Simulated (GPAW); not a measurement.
# BAs (F-43m) in GPAW: settings compared

Aim: see how the results for BAs move with the level of theory and the settings. Levels: BLYP+D4, LDA, RPBE+D3, TPSS. Tasks: equation of state, band structure.

Everything below comes from runs of GPAW 26.7.0. Logs are shortened: lines on timing, memory, paths and dates and some standing lists are left out, and cuts for length are marked. The log counts tension as positive stress, the text compression.

**What was measured.**

“Basic Physical Properties of Cubic Boron Arsenide”, 2019, arxiv:1911.11281 quotes, for a bulk crystal of BAs: bulk modulus 148 GPa.

The runs below are set against these values where they give the same quantity.

### Step 1. The structure

The structure is cubic, space group F-43m (No. 216). The conventional cell has a = 4.777 Å, b = 4.777 Å, c = 4.777 Å, α = 90.00°, β = 90.00°, γ = 90.00°. Around As (site symmetry -43m) lie 4 B at 2.07 Å. B (site symmetry -43m) is surrounded by 4 As at 2.07 Å.

### Step 2. Equation of state, BLYP+D4

run.py

```python
from ase.calculators.mixing import SumCalculator
from ase.eos import EquationOfState
from ase.io import Trajectory
from ase.spacegroup import crystal
from ase.units import GPa
from dftd4.ase import DFTD4
from gpaw import GPAW, PW, setup_paths

setup_paths.insert(0, '.')

# As 4c
# B 4a
atoms = crystal(['As', 'B'],
                basis=[[0.25, 0.25, 0.25],
                       [0.0, 0.0, 0.0]],
                spacegroup=216, setting=1,  # F-43m
                cellpar=[4.777, 4.777, 4.777, 90.0, 90.0, 90.0],
                primitive_cell=True)

traj = Trajectory('eos.traj', 'w')
volumes, energies = [], []
for x in [0.94, 0.96, 0.98, 1.0, 1.02, 1.04, 1.06]:
    a = atoms.copy()
    a.set_cell(atoms.cell * x**(1 / 3), scale_atoms=True)
    calc = GPAW(mode=PW(800),
                xc='BLYP',
                kpts={'size': (8, 8, 8), 'gamma': True},
                occupations={'name': 'fermi-dirac', 'width': 0.05},
                nbands=11,
                convergence={'density': 1e-05, 'energy': 1e-05},
                eigensolver='davidson',
                maxiter=150,
                txt=f'eos-{x:.2f}.txt')
    a.calc = SumCalculator([calc, DFTD4(method='blyp')])
    energies.append(a.get_potential_energy())
    volumes.append(a.get_volume())
    p = -a.get_stress()[:3].mean() / GPa
    calc.write(f'eos-{x:.2f}.gpw')
    traj.write(a)
    print(f'{x:.2f} {volumes[-1]:10.4f} A^3 {energies[-1]:14.6f} eV {p:9.3f} GPa', flush=True)

v0, e0, B = EquationOfState(volumes, energies, eos='birchmurnaghan').fit()
print(f'V0 = {v0:.4f} A^3, E0 = {e0:.6f} eV, B0 = {B / GPa:.2f} GPa')
```

Potentials or basis: PAW data sets generated in the run's folder for this functional, pw.

Started as:

```sh
$ gpaw-setup -f BLYP As B
$ OMP_NUM_THREADS=1 python run.py
```

The log of the run:

```text
__  _  _
 | _ |_)|_||  |
 |__||  | ||/\| - 26.7.0

Input parameters:
  mode=PW(ecut=800.0),
  convergence={'density': 1e-05, 'energy': 1e-05},
  eigensolver=Davidson(niter=2),
  kpts=MonkhorstPack(size=(8, 8, 8), gamma=True),
  maxiter=150,
  nbands=11,
  occupations=Occupations(name='fermi-dirac', width=0.05),
  xc=XC(name='BLYP')

Diagonalizing LCAO Hamiltonian
Converting LCAO to pw mode

           As

       B

Atoms  # Å, Bohr magnetons
|   | symbol |        x |        y |        z |    initial magnetic moments |
|---|--------|----------|----------|----------|-----------------------------|
| 0 |     As | 1.169871 | 1.169871 | 1.169871 | ( 0.0000,  0.0000,  0.0000) |
| 1 |      B | 0.000000 | 0.000000 | 0.000000 | ( 0.0000,  0.0000,  0.0000) |

Unit cell  # Å
| periodic |        x |        y |        z |  lengths |    angles |
|----------|----------|----------|----------|----------|-----------|
|      yes | 0.000000 | 2.339741 | 2.339741 | 3.308894 | 60.000000 |
|      yes | 2.339741 | 0.000000 | 2.339741 | 3.308894 | 60.000000 |
|      yes | 2.339741 | 2.339741 | 0.000000 | 3.308894 | 60.000000 |

Number of symmetries: 24
Symmetry operations  # r_c * U_cc + t_c -> r_c
|    | kind |            matrix            |
|----|------|------------------------------|
|  0 |  E   |  1, 0, 0,  0, 1, 0,  0, 0, 1 |
|  1 |  σ   |  1, 0, 0,  0, 0, 1,  0, 1, 0 |
|  2 |  σ   |  1, 0,-1,  0, 1,-1,  0, 0,-1 |
|  3 |  C3  |  1, 0,-1,  0, 0,-1,  0, 1,-1 |
|  4 |  C3  |  1,-1, 0,  0,-1, 1,  0,-1, 0 |
|  5 |  σ   |  1,-1, 0,  0,-1, 0,  0,-1, 1 |
|  6 |  σ   |  0, 1, 0,  1, 0, 0,  0, 0, 1 |
|  7 |  C3  |  0, 1, 0,  0, 0, 1,  1, 0, 0 |
|  8 |  C2  |  0, 1,-1,  1, 0,-1,  0, 0,-1 |
|  9 |  S4  |  0, 1,-1,  0, 0,-1,  1, 0,-1 |
| 10 |  C3  |  0, 0, 1,  1, 0, 0,  0, 1, 0 |
| 11 |  σ   |  0, 0, 1,  0, 1, 0,  1, 0, 0 |
| 12 |  S4  |  0, 0,-1,  1, 0,-1,  0, 1,-1 |
| 13 |  C3  |  0, 0,-1,  0, 1,-1,  1, 0,-1 |
| 14 |  S4  |  0,-1, 1,  1,-1, 0,  0,-1, 0 |
| 15 |  C2  |  0,-1, 1,  0,-1, 0,  1,-1, 0 |
| 16 |  C3  |  0,-1, 0,  1,-1, 0,  0,-1, 1 |
| 17 |  S4  |  0,-1, 0,  0,-1, 1,  1,-1, 0 |
| 18 |  S4  | -1, 1, 0, -1, 0, 1, -1, 0, 0 |
| 19 |  C3  | -1, 1, 0, -1, 0, 0, -1, 0, 1 |
| 20 |  C3  | -1, 0, 1, -1, 1, 0, -1, 0, 0 |
| 21 |  S4  | -1, 0, 1, -1, 0, 0, -1, 1, 0 |
| 22 |  σ   | -1, 0, 0, -1, 1, 0, -1, 0, 1 |
| 23 |  C2  | -1, 0, 0, -1, 0, 1, -1, 1, 0 |

BZ-sampling:
  Number of BZ points: 512
  Number of IBZ points: 29

  Monkhorst-Pack size: [8, 8, 8]
  Monkhorst-Pack shift: [0.0625, 0.0625, 0.0625]

K-points  # in reciprocal-cell coordinates
|     |                                coordinates |     weight |
|-----|--------------------------------------------|------------|
|   0 | (  0.00000000,   0.00000000,   0.00000000) | 0.00195312 |
|   1 | (  0.12500000,   0.12500000,   0.00000000) | 0.01171875 |
|   2 | (  0.12500000,   0.12500000,   0.12500000) | 0.01562500 |
|   3 | (  0.25000000,   0.12500000,   0.12500000) | 0.02343750 |
|   4 | (  0.25000000,   0.25000000,   0.00000000) | 0.01171875 |
|   5 | (  0.25000000,   0.25000000,   0.12500000) | 0.04687500 |
|   6 | (  0.25000000,   0.25000000,   0.25000000) | 0.01562500 |
|   7 | (  0.37500000,   0.25000000,  -0.37500000) | 0.04687500 |
|   8 | (  0.37500000,   0.25000000,   0.12500000) | 0.04687500 |
|   9 | (  0.37500000,   0.25000000,   0.25000000) | 0.04687500 |
| ... |                                            |            |
|  28 | (  0.50000000,   0.50000000,   0.50000000) | 0.00781250 |

Plane wave coefficients: 1363
Cutoff: 800.0 eV

Spin-components: 1 (collinear spins)
Bands:           11
Projectors:      10
Spin-degeneracy: 2
Datatype:        complex128

Parallelization:
  kpt:    1
  domain: 1
  band:   1

Density:
  Valence electrons: 8.0
  Components: 1
  Grid points: [24 24 24]
  Charge: 0.0  # |e|

Potential:
  Grid points: [24 24 24]

species:
  As:
    name:    Arsenic
    Z:       33.0
    valence: 5
    core:    28
    charge:  0.0  # [|e|]
    compensation charges:
      type: gauss
      rc: 0.33  # [Å]
      lmax: 2
    cutoffs:
      filter: 1.87  # [Å]
      core: 2.96  # [Å]
    projectors
    | kind |    occ | energy [eV] | rcut [Å] |
    |------|--------|-------------|----------|
    |   4s |  2.000 |     -14.406 |    1.058 |
    |   4p |  3.000 |      -5.067 |    1.058 |
    |    s |        |      12.806 |    1.058 |
    |    p |        |      22.145 |    1.058 |
    |    d |        |       0.000 |    1.058 |

    Using partial waves for As as LCAO basis

  B:
    name:    Boron
    Z:       5.0
    valence: 3
    core:    2
    charge:  0.0  # [|e|]
    compensation charges:
      type: gauss
      rc: 0.20  # [Å]
      lmax: 2
    cutoffs:
      filter: 1.14  # [Å]
      core: 1.38  # [Å]
    projectors
    | kind |    occ | energy [eV] | rcut [Å] |
    |------|--------|-------------|----------|
    |   2s |  2.000 |      -9.302 |    0.635 |
    |   2p |  1.000 |      -3.537 |    0.635 |
    |    s |        |      17.909 |    0.635 |
    |    p |        |      23.675 |    0.635 |
    |    d |        |       0.000 |    0.635 |

    Using partial waves for B as LCAO basis

Reference energy: -62184.874642  # eV

eigensolver:
  Davidson
  Converge bands: occupied
  niter=2

density mixing:
  MSR1-Mixer
  Pratt-step length: 0.05
  Maximum mixing coefficient: 0.75
  Old densities: 10
  SVD Regularization: 0.005
  Good broyden scale: 1.0
  Trust region scale: 1.0
  Backstep threshold: 4.0
  History deletion threshold: 6.0
  Fourier metric: weight=20.0, sigma=0.015

occupation numbers:
  Fermi-Dirac:
    width: 0.0500  # eV

poisson solver:
  ecut: 6400.0  # eV

xc functional:
  name: BLYP with 2 nearest neighbor stencil

convergence criteria:
- Maximum integral of absolute [dens]ity change: 1e-05 electrons / valence electron
- Maximum [total energy] change in last 3 cyles: 1e-05 eV / valence electron
- Maximum integral of absolute [eigenst]ate change: 4e-08 eV^2 / valence electron
maximum number of iterations: 150

SCF iterations
|iter     | |      energy | eigst |  dens |
|---------|-|-------------|-------|-------|
|iter:   1| |  -10.521955 | -0.13 |       |
|iter:   2| |  -10.373433 | -2.01 | -0.67 |
|iter:   3| |   -9.758591 | -1.54 | -0.71 |
|iter:   4| |   -9.757790 | -2.98 | -1.44 |
|iter:   5| |   -9.758850 | -3.83 | -1.87 |
|iter:   6| |   -9.758894 | -5.18 | -2.52 |
|iter:   7| |   -9.758895c| -6.60 | -3.68 |
|iter:   8| |   -9.758895c| -7.80c| -4.26 |
|iter:   9| |   -9.758895c| -9.09c| -5.26c|

Converged in 9 steps
Energy contributions relative to reference atoms: (reference = -62184.874642)

Energy contributions:
  Kinetic:          31.869209
  Coulomb:         -27.549393
  Zero:              0.008835
  External:          0.000000
  Xc:              -14.087546
  Entropy:          -0.000000
  Spinorbit:         0.000000
  ----------------------------
  Free energy:      -9.758895
  Extrapolated:     -9.758895

dipole moment: (-11.290064, -11.290064, -11.290064)  # |e|*Ang

Fermi level: 9.834
Eigenvalues  # (at kpt = [0.000, 0.000, 0.000])
| band index |      eig [eV] | occ [0-2] |
|------------|---------------|-----------|
|          0 |        -6.711 |     2.000 |
|          1 |         9.166 |     2.000 |
|          2 |         9.166 |     2.000 |
|          3 |         9.166 |     2.000 |
|          4 |        12.640 |     0.000 |
|          5 |        12.640 |     0.000 |
|          6 |        12.640 |     0.000 |
|          7 |        14.675 |     0.000 |
|          8 |        19.523 |     0.000 |
|          9 |        23.543 |     0.000 |
|         10 |        24.265 |     0.000 |

Gap: 1.371 eV
Transition (v -> c):
  (s=0, k=0, n=3, [0.00, 0.00, 0.00]) -> (s=0, k=12, n=4, [0.38, 0.38, 0.00])
Direct/indirect transitions are different
Direct gap: 3.474 eV
Transition at: (s=0, k=0, n=3, [0.00, 0.00, 0.00])

Stress tensor  # eV/Ang^3
|         x |         y |         z |
|-----------|-----------|-----------|
| -0.117401 | -0.000000 |  0.000000 |
| -0.000000 | -0.117401 |  0.000000 |
|  0.000000 |  0.000000 | -0.117401 |

# Writing to eos-0.94.gpw (mode='')
```

Run time: 54 s. Hardware: 1 thread of Arm Neoverse V2, shared host; peak memory 0.22 GiB.

Results:

* Equilibrium volume: 13.56 Å³/atom
* Bulk modulus: 135 GPa
* Pressure derivative of the bulk modulus: 4.5

Energy against volume, from the lowest point:
| volume (Å³/atom) | energy (meV/atom) |
| --- | --- |
| 12.809 | 19.59 |
| 13.081 | 7.64 |
| 13.354 | 1.30 |
| 13.626 | 0.00 |
| 13.899 | 3.19 |
| 14.171 | 10.43 |
| 14.444 | 21.27 |

### Step 3. Equation of state, LDA

run.py, as its differences from that of step 2:

```diff
@@ -1,2 +1 @@
-from ase.calculators.mixing import SumCalculator
 from ase.eos import EquationOfState
@@ -5,3 +4,2 @@
 from ase.units import GPa
-from dftd4.ase import DFTD4
 from gpaw import GPAW, PW, setup_paths
@@ -25,12 +23,12 @@
     calc = GPAW(mode=PW(800),
-                xc='BLYP',
+                xc='LDA',
                 kpts={'size': (8, 8, 8), 'gamma': True},
                 occupations={'name': 'fermi-dirac', 'width': 0.05},
-                nbands=11,
+                setups={'As': 'jth', 'B': 'jth'},
+                nbands=-7,
                 convergence={'density': 1e-05, 'energy': 1e-05},
-                eigensolver='davidson',
                 maxiter=150,
                 txt=f'eos-{x:.2f}.txt')
-    a.calc = SumCalculator([calc, DFTD4(method='blyp')])
-    energies.append(a.get_potential_energy())
+    a.calc = calc
+    energies.append(a.get_potential_energy(force_consistent=True))
     volumes.append(a.get_volume())
```

Potentials or basis: JTH PAW 2.0, LDA, pw.

Started as:

```sh
$ OMP_NUM_THREADS=1 python run.py
```

It took 75 s on 1 thread of Arm Neoverse V2, shared host; peak memory 0.24 GiB.

The run converged. Its results:

* Equilibrium volume: 13.21 Å³/atom
* Bulk modulus: 147 GPa
* Pressure derivative of the bulk modulus: 4.1

Energy against volume, from the lowest point:
| volume (Å³/atom) | energy (meV/atom) |
| --- | --- |
| 12.809 | 5.36 |
| 13.081 | 0.00 |
| 13.354 | 0.09 |
| 13.626 | 5.09 |
| 13.899 | 14.49 |
| 14.171 | 27.87 |
| 14.444 | 44.83 |

Caveat: the program truncates these outside data sets.

### Step 4. Equation of state, RPBE+D3

run.py, as its differences from that of step 3:

```diff
@@ -1 +1,2 @@
+from ase.calculators.mixing import SumCalculator
 from ase.eos import EquationOfState
@@ -4,5 +5,4 @@
 from ase.units import GPa
-from gpaw import GPAW, PW, setup_paths
-
-setup_paths.insert(0, '.')
+from dftd3.ase import DFTD3
+from gpaw import GPAW, PW
 
@@ -23,7 +23,6 @@
     calc = GPAW(mode=PW(800),
-                xc='LDA',
+                xc='RPBE',
                 kpts={'size': (8, 8, 8), 'gamma': True},
                 occupations={'name': 'fermi-dirac', 'width': 0.05},
-                setups={'As': 'jth', 'B': 'jth'},
-                nbands=-7,
+                nbands=11,
                 convergence={'density': 1e-05, 'energy': 1e-05},
@@ -31,4 +30,4 @@
                 txt=f'eos-{x:.2f}.txt')
-    a.calc = calc
-    energies.append(a.get_potential_energy(force_consistent=True))
+    a.calc = SumCalculator([calc, DFTD3(method='rpbe', damping='d3zero')])
+    energies.append(a.get_potential_energy())
     volumes.append(a.get_volume())
```

Potentials or basis: the program's PAW data sets (release 1.2.1) made for this functional, pw.

Started as:

```sh
$ OMP_NUM_THREADS=1 python run.py
```

Run time: 54 s. Hardware: 1 thread of Arm Neoverse V2, shared host; peak memory 0.23 GiB.

It converged, with:

```yaml
Equilibrium_volume: 13.90 Å³/atom
Bulk_modulus: 131 GPa
Pressure_derivative_of_the_bulk_modulus: 4.2
```

Energy against volume, from the lowest point:
| volume (Å³/atom) | energy (meV/atom) |
| --- | --- |
| 12.809 | 40.40 |
| 13.081 | 21.98 |
| 13.354 | 9.47 |
| 13.626 | 2.32 |
| 13.899 | 0.00 |
| 14.171 | 2.05 |
| 14.444 | 8.03 |

### Step 5. Band structure, TPSS, spin-orbit coupling, no magnetisation

run.py

```python
import numpy as np
from ase.dft.bandgap import bandgap
from ase.io import write
from ase.spacegroup import crystal
from ase.units import GPa
from gpaw import GPAW, PW
from gpaw.spinorbit import soc_eigenstates

# As 4c
# B 4a
atoms = crystal(['As', 'B'],
                basis=[[0.25, 0.25, 0.25],
                       [0.0, 0.0, 0.0]],
                spacegroup=216, setting=1,  # F-43m
                cellpar=[4.777, 4.777, 4.777, 90.0, 90.0, 90.0],
                primitive_cell=True)

calc = GPAW(mode=PW(800),
            xc='MGGA_X_TPSS+MGGA_C_TPSS',
            kpts={'size': (8, 8, 8), 'gamma': True},
            occupations={'name': 'fermi-dirac', 'width': 0.05},
            nbands=11,
            convergence={'density': 1e-05, 'energy': 1e-05},
            eigensolver='davidson',
            maxiter=150,
            txt='gpaw.txt')
atoms.calc = calc
energy = atoms.get_potential_energy()
forces = atoms.get_forces()
stress = atoms.get_stress()
calc.write('gs.gpw')
write('result.traj', atoms)
print(f'Energy: {energy:.6f} eV')
print('Forces (eV/A):')
print(forces.round(4))
print('Stress (GPa):', (stress / GPa).round(3))
print('Fermi level:', round(calc.get_fermi_level(), 4), 'eV')
print(f'Gap: {bandgap(calc)[0]:.4f} eV, direct: {bandgap(calc, direct=True)[0]:.4f} eV')

path = atoms.cell.bandpath('GXWKGLUWLK,UX', npoints=60, eps=1e-4)
bs_calc = calc.fixed_density(kpts=path, symmetry='off', nbands=19,
                             convergence={'bands': 'CBM+6.0', 'eigenstates': 1e-6}, txt='bands.txt')
bs = bs_calc.band_structure()
bs.write('bs.json')
print(f'Gap on the path: {bandgap(bs_calc)[0]:.4f} eV')

soc = soc_eigenstates(bs_calc, theta=0, phi=0, ignore_xc_potential=True)
np.savetxt('soc_bands.dat', soc.eigenvalues(), fmt='%.4f')
mesh = soc_eigenstates('gs.gpw', theta=0, phi=0, ignore_xc_potential=True)
np.savetxt('soc_mesh.dat', mesh.eigenvalues(), fmt='%.4f')
print('Fermi level with spin-orbit coupling:', round(mesh.fermi_level, 4), 'eV')
```

Potentials or basis: GPAW PAW data sets (gpaw-data 1.2.1), pw.

Started as:

```sh
$ OMP_NUM_THREADS=1 python run.py
```

Wall time 72 s (1 thread of Arm Neoverse V2, shared host); peak memory 0.28 GiB.

It converged, with:

```
Free energy             : -19.9700 eV
Pressure                : 2.6 GPa
Band gap on the k mesh  : 1.12 eV, indirect (least direct gap 3.18 eV)
Band gap along the path : 1.12 eV, indirect (least direct gap 3.18 eV)
```

Levels at the corners of the path, in eV from the valence-band top:
| point | band 6 | band 7 | band 8 | band 9 | band 10 | band 11 |
| --- | --- | --- | --- | --- | --- | --- |
| Γ | 0.00 | 0.00 | 0.00 | 3.18 | 3.18 | 3.39 |
| X | -4.28 | -4.14 | -4.14 | 1.32 | 1.32 | 1.39 |
| W | -5.59 | -5.36 | -5.34 | 5.26 | 5.26 | 6.12 |
| K | -6.08 | -3.61 | -3.60 | 1.98 | 1.99 | 5.58 |
| Γ | 0.00 | 0.00 | 0.00 | 3.18 | 3.18 | 3.39 |
| L | -1.99 | -1.84 | -1.84 | 2.69 | 2.69 | 4.80 |
| U | -6.08 | -3.61 | -3.60 | 1.98 | 1.99 | 5.58 |
| W | -5.59 | -5.36 | -5.34 | 5.26 | 5.26 | 6.12 |
| L | -1.99 | -1.84 | -1.84 | 2.69 | 2.69 | 4.80 |
| K | -6.08 | -3.61 | -3.60 | 1.98 | 1.99 | 5.58 |
| U | -6.08 | -3.61 | -3.60 | 1.98 | 1.99 | 5.58 |
| X | -4.28 | -4.14 | -4.14 | 1.32 | 1.32 | 1.39 |

Caveat: spin-orbit coupling was added after a scalar SCF, so levels and gaps hold it while energy, forces, pressure and moments don't; this program's spin-orbit splittings come out too wide for heavy elements; the PAW data sets were made with another functional, which shifts forces and pressure a little. TPSS opens gaps a little over a GGA but as a rule still falls short of measured ones.

### Step 6. Overview

| task | level | potentials or basis | spin | eigensolver | data set | band path | band points | spin axis theta (degrees) | V0 of scaled cells (Å³/atom) | B0 (GPa) |
| --- | --- | --- | --- | --- | --- | --- | --- | --- | --- | --- |
| equation of state | BLYP+D4 | PAW data sets generated in the run's folder for this functional, pw | off | davidson | - | - | - | - | 13.56 | 135 |
| equation of state | LDA | JTH PAW 2.0, LDA, pw | off | - | As jth, B jth | - | - | - | 13.21 | 147 |
| equation of state | RPBE+D3 | the program's PAW data sets (release 1.2.1) made for this functional, pw | off | - | - | - | - | - | 13.90 | 131 |
| band structure | TPSS | GPAW PAW data sets (gpaw-data 1.2.1), pw | SOC, no magnetisation | davidson | - | GXWKGLUWLK,UX | 60 | 0 | - | - |

Alike in all rows: cell as given; k mesh 8 × 8 × 8; cutoff (eV) 800; smearing fermi-dirac 0.05 eV.

Caveats: the program truncates these outside data sets (some runs); spin-orbit coupling was added after a scalar SCF, so levels and gaps hold it while energy, forces, pressure and moments don't (some runs); this program's spin-orbit splittings come out too wide for heavy elements (some runs); the PAW data sets were made with another functional, which shifts forces and pressure a little (some runs).

Absolute energies hang on the potentials; compare differences alone.

### Step 7. Comparison with measurements

Step 2. A measured bulk modulus of BAs is 148 GPa (quoted in “Basic Physical Properties of Cubic Boron Arsenide”, 2019, arxiv:1911.11281); the calculated 135 GPa misses it by -8.8 %. The fit is for a static lattice scaled at fixed shape and fixed fractional positions.

Step 3. A measured bulk modulus of BAs is 148 GPa (quoted in “Basic Physical Properties of Cubic Boron Arsenide”, 2019, arxiv:1911.11281); the calculated 147 GPa misses it by -0.4 %. The fit is for a static lattice scaled at fixed shape and fixed fractional positions.

Step 4. A measured bulk modulus of BAs is 148 GPa (quoted in “Basic Physical Properties of Cubic Boron Arsenide”, 2019, arxiv:1911.11281); the calculated 131 GPa misses it by -11.8 %. The fit is for a static lattice scaled at fixed shape and fixed fractional positions.
